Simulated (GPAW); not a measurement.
# Ga (Pm-3m) in GPAW: convergence with smearing width (eV)

Aim: find how far smearing width (eV) must go before the results for Ga settle, at RPBE. This setting moves, with any that are tied to it; all else stays.

Everything below comes from runs of GPAW 26.7.0. Logs are shortened: lines on timing, memory, paths and dates and some standing lists are left out, and cuts for length are marked. The log counts tension as positive stress, the text compression.

### Step 1. Starting point

Symmetry: Pm-3m, No. 221, cubic system. Conventional cell: a = 2.716 Å, b = 2.716 Å, c = 2.716 Å, α = 90.00°, β = 90.00°, γ = 90.00°. Around Ga (site symmetry m-3m) lie 6 Ga at 2.72 Å.

The cell was built by a generator and needn't be a form met in nature.

### Step 2. With smearing width (eV) 0.4

The input, run.py:

```python
import json
import numpy as np
from ase import Atoms
from ase.io import read, write
from phonopy import Phonopy
from phonopy.structure.atoms import PhonopyAtoms
from gpaw import GPAW

atoms = read('POSCAR')

calc = GPAW(mode='lcao',
            h=0.16,
            basis='dzp',
            xc='RPBE',
            kpts={'size': (10, 10, 10), 'gamma': True},
            occupations={'name': 'fermi-dirac', 'width': 0.4},
            convergence={'density': 1e-06},
            maxiter=150,
            txt='gpaw.txt')
atoms.calc = calc
energy = atoms.get_potential_energy()
forces = atoms.get_forces()
calc.write('gs.gpw')
write('result.traj', atoms)
print('Cell:', atoms.cell.cellpar().round(4))
print(atoms.get_scaled_positions().round(5))

def force_constants(scale):
    unit = PhonopyAtoms(symbols=atoms.get_chemical_symbols(), cell=atoms.cell[:] * scale**(1 / 3),
                        scaled_positions=atoms.get_scaled_positions())
    ph = Phonopy(unit, supercell_matrix=np.diag([2, 2, 2]), primitive_matrix=np.eye(3), symprec=1e-4)
    ph.generate_displacements(distance=0.03)
    forces = []
    for i, sc in enumerate(ph.supercells_with_displacements):
        a = Atoms(sc.symbols, cell=sc.cell, scaled_positions=sc.scaled_positions, pbc=True)
        c = GPAW(mode='lcao',
                 h=0.16,
                 basis='dzp',
                 xc='RPBE',
                 kpts={'size': (5, 5, 5), 'gamma': True},
                 occupations={'name': 'fermi-dirac', 'width': 0.4},
                 convergence={'density': 1e-06},
                 maxiter=150,
                 txt=f'disp-{scale:.3f}-{i:02d}.txt')
        a.calc = c
        f = a.get_forces()
        forces.append(f - f.mean(axis=0))
        print(f'displacement {i}: drift', f.mean(axis=0).round(5), flush=True)
    ph.forces = forces
    ph.produce_force_constants()
    ph.symmetrize_force_constants()
    return ph

qpoints = [[0.0, 0.0, 0.0], [0.0, 0.0, 0.5], [0.0, 0.5, 0.0], [0.0, 0.5, 0.5], [0.5, 0.0, 0.0], [0.5, 0.0, 0.5], [0.5, 0.5, 0.0], [0.5, 0.5, 0.5]]
results = {}
for scale in [1.0]:
    ph = force_constants(scale)
    ph.run_qpoints(qpoints)
    nu = ph.qpoints.frequencies * 33.35641  # THz to cm^-1
    results[f'{scale:.3f}'] = nu.tolist()
    for qp, f in zip(qpoints, nu):
        print(scale, np.round(qp, 4), f.round(2))

path = atoms.cell.bandpath('GXMGRX,MR', npoints=60, eps=1e-4)
ph.run_qpoints(path.kpts)
results['path'] = (ph.qpoints.frequencies * 33.35641).tolist()
results['path_q'] = path.kpts.tolist()
x, ticks, names = path.get_linear_kpoint_axis()
results['axis'] = [x.tolist(), list(ticks), names]
ph.run_mesh([15, 15, 15], is_gamma_center=True)
ph.run_thermal_properties(temperatures=[0, 100, 200, 300, 500, 800], cutoff_frequency=0.05)
tp = ph.thermal_properties
results['thermal'] = [list(v) for v in (tp.temperatures, tp.free_energy, tp.entropy, tp.heat_capacity)]
for t, fv, s, cv in zip(*results['thermal']):
    print(f'{t:6.0f} K  F {fv:9.4f} kJ/mol  S {s:9.4f} J/K/mol  Cv {cv:9.4f} J/K/mol')
json.dump(results, open('phonons.json', 'w'))
```

The input, POSCAR:

```
Ga
1.0
    2.7164800000      0.0000000000      0.0000000000
    0.0000000000      2.7164800000      0.0000000000
    0.0000000000      0.0000000000      2.7164800000
Ga
1
Direct
    0.0000000000      0.0000000000      0.0000000000
```

Potentials or basis: the program's PAW data sets (release 1.2.1) made for this functional, lcao:dzp.

Run with:

```
$ OMP_NUM_THREADS=1 python run.py
```

It took 17 min on 1 thread of AMD EPYC 7R13 (Zen 3), shared host; peak memory 0.52 GiB.

Results:

```
Free energy              : -2.5053 eV
Band gap on the k mesh   : none (metal or under the smearing width)
Highest phonon frequency : 199 cm⁻¹
Most unstable mode       : 37i cm⁻¹
```

### Step 3. With smearing width (eV) 0.25

Changes to run.py since step 2:

```diff
@@ -15,3 +15,3 @@
             kpts={'size': (10, 10, 10), 'gamma': True},
-            occupations={'name': 'fermi-dirac', 'width': 0.4},
+            occupations={'name': 'fermi-dirac', 'width': 0.25},
             convergence={'density': 1e-06},
@@ -41,3 +41,3 @@
                  kpts={'size': (5, 5, 5), 'gamma': True},
-                 occupations={'name': 'fermi-dirac', 'width': 0.4},
+                 occupations={'name': 'fermi-dirac', 'width': 0.25},
                  convergence={'density': 1e-06},
```

POSCAR is that of step 2.

Potentials or basis: the program's PAW data sets (release 1.2.1) made for this functional, lcao:dzp.

Run with:

```
$ OMP_NUM_THREADS=1 python run.py
```

It took 18 min on 1 thread of AMD EPYC 7R13 (Zen 3), shared host; peak memory 0.52 GiB.

The run converged. Its results:

* Free energy: -2.4355 eV
* Band gap on the k mesh: none (metal or under the smearing width)
* Highest phonon frequency: 202 cm⁻¹
* Most unstable mode: 37i cm⁻¹

### Step 4. With smearing width (eV) 0.15

Changes to run.py since step 3:

```diff
@@ -15,3 +15,3 @@
             kpts={'size': (10, 10, 10), 'gamma': True},
-            occupations={'name': 'fermi-dirac', 'width': 0.25},
+            occupations={'name': 'fermi-dirac', 'width': 0.15},
             convergence={'density': 1e-06},
@@ -41,3 +41,3 @@
                  kpts={'size': (5, 5, 5), 'gamma': True},
-                 occupations={'name': 'fermi-dirac', 'width': 0.25},
+                 occupations={'name': 'fermi-dirac', 'width': 0.15},
                  convergence={'density': 1e-06},
```

POSCAR is that of step 3.

Run with:

```
$ OMP_NUM_THREADS=1 python run.py
```

It took 17 min on 1 thread of AMD EPYC 7R13 (Zen 3), shared host; peak memory 0.52 GiB.

The run converged. Its results:

| Property | Result |
| --- | --- |
| Free energy | -2.4066 eV |
| Band gap on the k mesh | none (metal or under the smearing width) |
| Highest phonon frequency | 203 cm⁻¹ |
| Most unstable mode | 37i cm⁻¹ |

### Step 5. With smearing width (eV) 0.1

Changes to run.py since step 4:

```diff
@@ -15,3 +15,3 @@
             kpts={'size': (10, 10, 10), 'gamma': True},
-            occupations={'name': 'fermi-dirac', 'width': 0.15},
+            occupations={'name': 'fermi-dirac', 'width': 0.1},
             convergence={'density': 1e-06},
@@ -41,3 +41,3 @@
                  kpts={'size': (5, 5, 5), 'gamma': True},
-                 occupations={'name': 'fermi-dirac', 'width': 0.15},
+                 occupations={'name': 'fermi-dirac', 'width': 0.1},
                  convergence={'density': 1e-06},
```

POSCAR is that of step 4.

Potentials or basis: the program's PAW data sets (release 1.2.1) made for this functional, lcao:dzp.

Run with:

```
$ OMP_NUM_THREADS=1 python run.py
```

gpaw.txt:

```text
__  _  _
 | _ |_)|_||  |
 |__||  | ||/\| - 26.7.0

Input parameters:
  mode=LCAO(),
  basis={'default': 'dzp'},
  convergence={'density': 1e-06},
  h=0.16,
  kpts=MonkhorstPack(size=(10, 10, 10), gamma=True),
  maxiter=150,
  occupations=Occupations(name='fermi-dirac', width=0.1),
  xc=XC(name='RPBE')
   .------.
  /|      |
 * |      |
 | .------.
 |/      /
 Ga-----*

Atoms  # Å, Bohr magnetons
|   | symbol |        x |        y |        z |    initial magnetic moments |
|---|--------|----------|----------|----------|-----------------------------|
| 0 |     Ga | 0.000000 | 0.000000 | 0.000000 | ( 0.0000,  0.0000,  0.0000) |

Unit cell  # Å
| periodic |        x |        y |        z |  lengths |    angles |
|----------|----------|----------|----------|----------|-----------|
|      yes | 2.716480 | 0.000000 | 0.000000 | 2.716480 | 90.000000 |
|      yes | 0.000000 | 2.716480 | 0.000000 | 2.716480 | 90.000000 |
|      yes | 0.000000 | 0.000000 | 2.716480 | 2.716480 | 90.000000 |

Number of symmetries: 48
Symmetry operations  # r_c * U_cc + t_c -> r_c
|    | kind |            matrix            |
|----|------|------------------------------|
|  0 |  E   |  1, 0, 0,  0, 1, 0,  0, 0, 1 |
|  1 |  σ   |  1, 0, 0,  0, 1, 0,  0, 0,-1 |
|  2 |  σ   |  1, 0, 0,  0, 0, 1,  0, 1, 0 |
|  3 |  C4  |  1, 0, 0,  0, 0, 1,  0,-1, 0 |
|  4 |  C4  |  1, 0, 0,  0, 0,-1,  0, 1, 0 |
|  5 |  σ   |  1, 0, 0,  0, 0,-1,  0,-1, 0 |
|  6 |  σ   |  1, 0, 0,  0,-1, 0,  0, 0, 1 |
|  7 |  C2  |  1, 0, 0,  0,-1, 0,  0, 0,-1 |
|  8 |  σ   |  0, 1, 0,  1, 0, 0,  0, 0, 1 |
|  9 |  C2  |  0, 1, 0,  1, 0, 0,  0, 0,-1 |
| 10 |  C3  |  0, 1, 0,  0, 0, 1,  1, 0, 0 |
| 11 |  S6  |  0, 1, 0,  0, 0, 1, -1, 0, 0 |
| 12 |  S6  |  0, 1, 0,  0, 0,-1,  1, 0, 0 |
| 13 |  C3  |  0, 1, 0,  0, 0,-1, -1, 0, 0 |
| 14 |  C4  |  0, 1, 0, -1, 0, 0,  0, 0, 1 |
| 15 |  S4  |  0, 1, 0, -1, 0, 0,  0, 0,-1 |
| 16 |  C3  |  0, 0, 1,  1, 0, 0,  0, 1, 0 |
[... 17 lines left out ...]
| 34 |  S6  |  0,-1, 0,  0, 0, 1,  1, 0, 0 |
| 35 |  C3  |  0,-1, 0,  0, 0, 1, -1, 0, 0 |
| 36 |  C3  |  0,-1, 0,  0, 0,-1,  1, 0, 0 |
| 37 |  S6  |  0,-1, 0,  0, 0,-1, -1, 0, 0 |
| 38 |  σ   |  0,-1, 0, -1, 0, 0,  0, 0, 1 |
| 39 |  C2  |  0,-1, 0, -1, 0, 0,  0, 0,-1 |
| 40 |  σ   | -1, 0, 0,  0, 1, 0,  0, 0, 1 |
| 41 |  C2  | -1, 0, 0,  0, 1, 0,  0, 0,-1 |
| 42 |  C2  | -1, 0, 0,  0, 0, 1,  0, 1, 0 |
| 43 |  S4  | -1, 0, 0,  0, 0, 1,  0,-1, 0 |
| 44 |  S4  | -1, 0, 0,  0, 0,-1,  0, 1, 0 |
| 45 |  C2  | -1, 0, 0,  0, 0,-1,  0,-1, 0 |
| 46 |  C2  | -1, 0, 0,  0,-1, 0,  0, 0, 1 |
| 47 |  i   | -1, 0, 0,  0,-1, 0,  0, 0,-1 |

BZ-sampling:
  Number of BZ points: 1000
  Number of IBZ points: 56

  Monkhorst-Pack size: [10, 10, 10]
  Monkhorst-Pack shift: [0.05, 0.05, 0.05]

K-points  # in reciprocal-cell coordinates
|     |                                coordinates |     weight |
|-----|--------------------------------------------|------------|
|   0 | (  0.00000000,   0.00000000,   0.00000000) | 0.00100000 |
|   1 | (  0.10000000,   0.00000000,   0.00000000) | 0.00600000 |
|   2 | (  0.10000000,   0.10000000,   0.00000000) | 0.01200000 |
|   3 | (  0.10000000,   0.10000000,   0.10000000) | 0.00800000 |
|   4 | (  0.20000000,   0.00000000,   0.00000000) | 0.00600000 |
|   5 | (  0.20000000,   0.10000000,   0.00000000) | 0.02400000 |
|   6 | (  0.20000000,   0.10000000,   0.10000000) | 0.02400000 |
|   7 | (  0.20000000,   0.20000000,   0.00000000) | 0.01200000 |
|   8 | (  0.20000000,   0.20000000,   0.10000000) | 0.02400000 |
|   9 | (  0.20000000,   0.20000000,   0.20000000) | 0.00800000 |
| ... |                                            |            |
|  55 | (  0.50000000,   0.50000000,   0.50000000) | 0.00100000 |

basis functions: 13
Spin-components: 1 (collinear spins)
Bands:           4
Projectors:      5
Spin-degeneracy: 2
Datatype:        <class 'complex'>

Parallelization:
[... 166 lines left out ...]
|   7 | (  0.20000000,   0.20000000,   0.00000000) | 0.01200000 |
|   8 | (  0.20000000,   0.20000000,   0.10000000) | 0.02400000 |
|   9 | (  0.20000000,   0.20000000,   0.20000000) | 0.00800000 |
| ... |                                            |            |
|  55 | (  0.50000000,   0.50000000,   0.50000000) | 0.00100000 |

basis functions: 13
Spin-components: 1 (collinear spins)
Bands:           4
Projectors:      5
Spin-degeneracy: 2
Datatype:        <class 'complex'>

Parallelization:
  kpt:    1
  domain: 1
  band:   1

Density:
  Valence electrons: 3.0
  Components: 1
  Grid points: [16 16 16]
  Charge: 0.0  # |e|

Potential:
  Grid points: [16 16 16]

species:
  Ga:
    name:    Gallium
    Z:       31.0
    valence: 3
    core:    28
    charge:  0.0  # [|e|]
    compensation charges:
      type: gauss
      rc: 0.37  # [Å]
      lmax: 2
    cutoffs:
      filter: 2.06  # [Å]
      core: 4.17  # [Å]
    projectors
    | kind |    occ | energy [eV] | rcut [Å] |
    |------|--------|-------------|----------|
    |   4s |  2.000 |      -8.878 |    1.164 |
    |   4p |  1.000 |      -2.543 |    1.164 |
    |    s |        |      18.334 |    1.164 |
    |    p |        |      24.668 |    1.164 |
    |    d |        |       0.000 |    1.164 |

    LCAO basis set for Ga:
      Name: dzp
      File: <dir>
      Number of radial functions: 5
      Number of spherical harmonics: 13
        l=0, rc=7.2656 Bohr: 4s-sz confined orbital
        l=1, rc=10.3438 Bohr: 4p-sz confined orbital
        l=0, rc=4.1406 Bohr: 4s-dz split-valence wave
        l=1, rc=6.0938 Bohr: 4p-dz split-valence wave
        l=2, rc=10.3438 Bohr: d-type Gaussian polarization
      Number of RI-basis functions 0

Reference energy: -52890.610822  # eV

eigensolver:
  <gpaw.new.lcao.eigensolver.LCAOEigensolver object>
density mixing:
  MSR1-Mixer
  Pratt-step length: 0.05
  Maximum mixing coefficient: 0.75
  Old densities: 10
  SVD Regularization: 0.005
  Good broyden scale: 1.0
  Trust region scale: 1.0
  Backstep threshold: 4.0
  History deletion threshold: 6.0
  Fourier metric: weight=20.0, sigma=0.015

occupation numbers:
  Fermi-Dirac:
    width: 0.1000  # eV

FastPoissonSolver using
    Stencil: 6*3+1=19 point O(h^6) finite-difference Laplacian
    FFT axes: [np.int64(0), np.int64(1), np.int64(2)]
    FST axes: []

xc functional:
  name: RPBE with 2 nearest neighbor stencil
interpolation: tri-quintic # 5. degree polynomial

convergence criteria:
- Maximum integral of absolute [dens]ity change: 1e-06 electrons / valence electron
- Maximum [total energy] change in last 3 cyles: 0.0005 eV / valence electron
- Maximum integral of absolute [eigenst]ate change: 4e-08 eV^2 / valence electron
maximum number of iterations: 150

SCF iterations
|iter     | |      energy | eigst |  dens |
|---------|-|-------------|-------|-------|
|iter:   1| |   -2.398162 |      c|       |
|iter:   2| |   -2.397074 |      c| -1.06 |
|iter:   3| |   -2.388930 |      c| -1.09 |
|iter:   4| |   -2.388586 |      c| -1.66 |
|iter:   5| |   -2.388597c|      c| -2.79 |
|iter:   6| |   -2.388599c|      c| -3.24 |
|iter:   7| |   -2.388599c|      c| -5.15 |
|iter:   8| |   -2.388599c|      c| -5.60 |
|iter:   9| |   -2.388599c|      c| -7.44c|

Converged in 9 steps
Energy contributions relative to reference atoms: (reference = -52890.610822)

Energy contributions:
  Kinetic:          10.820794
  Coulomb:          -8.918000
  Zero:              0.026395
  External:          0.000000
  Xc:               -4.309491
  Entropy:          -0.016594
  Spinorbit:         0.000000
  ----------------------------
  Free energy:      -2.396896
  Extrapolated:     -2.388599

dipole moment: (-6.972124, -6.972124, -6.972124)  # |e|*Ang

Fermi level: 5.588
Eigenvalues  # (at kpt = [0.000, 0.000, 0.000])
| band index |      eig [eV] | occ [0-2] |
|------------|---------------|-----------|
|          0 |        -5.029 |     2.000 |
|          1 |        14.695 |     0.000 |
|          2 |        14.695 |     0.000 |
|          3 |        14.695 |     0.000 |

No gap
No difference between direct/indirect transitions

Forces  # eV/Ang
|       x |       y |       z |
|---------|---------|---------|
| 0.00000 | 0.00000 | 0.00000 |  # Ga   0

# Writing to gs.gpw (mode='')
```

Run time: 19 min. Hardware: 1 thread of AMD EPYC 7R13 (Zen 3), shared host; peak memory 0.51 GiB.

What came out:

- Free energy: -2.3969 eV
- Band gap on the k mesh: none (metal or under the smearing width)
- Highest phonon frequency: 204 cm⁻¹
- Most unstable mode: 36i cm⁻¹

### Step 6. Result

```tsv
smearing width (eV)	energy less the tightest run, at zero smearing (meV/atom)	highest phonon frequency (cm⁻¹)	SCF cycles	CPU time (s)	peak memory (GiB)
0.4	-1.93	199	9	1000	0.52
0.25	-2.24	202	9	1100	0.52
0.15	-1.23	203	9	1000	0.52
0.1	0.00	204	9	1100	0.51
```

Against the tightest run, the highest phonon frequency stays within 2 cm⁻¹ from 0.25 on. Not settled before the last step: the energy (to 1 meV/atom). Narrower smearing needs a denser k mesh, so at a fixed mesh the narrowest width isn't the most accurate. The tightest run that finished is the yardstick and may itself not be fully converged.

Caveats: some modes are imaginary; phonon bands are interpolated from a small supercell; the basis of atomic orbitals isn't converged, which shifts pressures, moduli and gaps.
